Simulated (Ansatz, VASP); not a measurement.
**Ag in VASP and in Ansatz**

```
Ag
1.0
     0.00000    2.02721    2.02721
     2.02721    0.00000    2.02721
     2.02721    2.02721    0.00000
Ag
1
Cartesian
  0.0000 0.0000 0.0000
```

Alike in both runs: functional PBEsol; k mesh 18 × 18 × 18; occupations gaussian, width 0.1 eV; no spin polarisation.

Ansatz relaxed the structure, and its values are those at the end. VASP's run is a single point on that final structure, the one shown.

|  | VASP | Ansatz |
| --- | --- | --- |
| version | VASP 6.6.1 | Ansatz 0.2.0 |
| potentials or method | VASP PAW PBE potentials, release 64 (Ag) | scalar-relativistic, plane waves, PAW |
| plane-wave cutoff (eV) | 520 | 420 |
| valence electrons in the cell | 11 | 19 |

|  | VASP | Ansatz | Ansatz less VASP |
| --- | --- | --- | --- |
| gap on the k mesh at the Fermi level (eV) | none | none | - |
| pressure (GPa) | -0.3 | 0.0 | +0.26 |

A gap of «none» marks a metal or a gap that the smearing closes. With one functional, cell and mesh, what is left measures potentials, basis and numerics. The two sets of potentials don't hold the same shells in valence.

Caveats: the PAW data sets were made with another functional, which shifts forces and pressure a little (VASP).
